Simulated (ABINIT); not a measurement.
As:

```
CELL_PARAMETERS angstrom
1.82500 -5.50000 0.00000
1.82500 5.50000 0.00000
0.00000 0.00000 4.47000
ATOMIC_POSITIONS crystal
As 0.39000 0.61000 0.56000
As 0.89000 0.11000 0.94000
As 0.61000 0.39000 0.44000
As 0.11000 0.89000 0.06000
```

This isn't the form of As at room conditions, which is rhombohedral.

| Item | Value |
| --- | --- |
| Program | ABINIT 10.8.3 (patched build) |
| Task | relaxation of cell and atoms |
| Functional | r2SCAN |
| Potentials or basis | JTH PAW PBE v2.0 |
| Cutoff | 490 eV |
| k mesh | 4 × 4 × 3 |
| Occupations | fermi-dirac, width 0.05 eV |
| Spin | no spin polarisation |

At the start: pressure 1.5 GPa; volume 22.43 Å³/atom.

**Question.** How do energy, volume and symmetry change on relaxing?

**Answer.** Over 12 steps the energy falls by 13.9 meV/atom and the volume is 24.26 Å³/atom (+8.1 %); space group Cmce (No. 64, to 0.05 Å).

The path:
| step | energy change (eV) | largest force (eV/Å) | pressure (GPa) | volume (Å³) |
| --- | --- | --- | --- | --- |
| 1 | 0.0000 | 0.3737 | 1.53 | 89.74 |
| 2 | -0.0109 | 0.2993 | 1.15 | 90.15 |
| 3 | -0.0365 | 0.0914 | 0.72 | 91.84 |
| 4 | -0.0430 | 0.0325 | 0.41 | 93.13 |
| 5 | -0.0448 | 0.0213 | 0.03 | 94.01 |
| 6 | -0.0471 | 0.0357 | 0.19 | 94.79 |
| 7 | -0.0505 | 0.0635 | 0.14 | 96.45 |
| 8 | -0.0523 | 0.0617 | -0.24 | 98.53 |
| 9 | -0.0540 | 0.0363 | -0.12 | 97.93 |
| 10 | -0.0546 | 0.0178 | -0.02 | 97.21 |
| 11 | -0.0552 | 0.0066 | 0.09 | 97.04 |
| 12 | -0.0556 | 0.0245 | -0.04 | 97.04 |

Final structure:
```
As
1.0
     1.84211   -5.63801    0.00000
     1.84211    5.63801    0.00000
     0.00000    0.00000    4.67183
As
4
Direct
  0.39369 0.60631 0.57219
  0.89369 0.10631 0.92781
  0.60631 0.39369 0.42781
  0.10631 0.89369 0.07219
```

Caveat: the k mesh is coarse (spacing up to 0.47 Å⁻¹), so the values aren't converged; the PAW data sets were made with another functional, which shifts forces and pressure a little.
